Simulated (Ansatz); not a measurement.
Input and command of a plane-wave DFT calculation in Ansatz:

```yaml
crystal:
  lattice:
    - [0.0, 2.48404, 2.3885]
    - [2.48404, 0.0, 2.3885]
    - [2.48404, 2.48404, 0.0]
  atoms:
    - { symbol: B, position: [0.0, 0.0, 0.0] }
    - { symbol: As, position: [0.75, 0.75, 0.75] }
basis:
  ecutwfc: 420
kpoints:
  mp_grid: { grid: [10, 10, 10] }
hamiltonian:
  xc: pbe
scf:
  occupations: { method: gaussian, width: 0.05 }
output:
  forces: true
  stress: true
  eigenvalues: true
```

```bash
ansatz run input.yaml --threads 1 --pin off --max-ram 2560MiB --backend cpu --events-out ev --progress --plain --runs-dir out
```

Processor: Arm Neoverse V1, 1 thread, on a host shared with other jobs.

Problem. How long does it run, and how much memory does it take?

Solution. About 4 s on 1 thread of Arm Neoverse V1 (shared host), peak memory 0.33 GiB. It solves 13 bands at 102 k points (the mesh reduced by symmetry) with about 567 plane waves, in 6 SCF iterations.
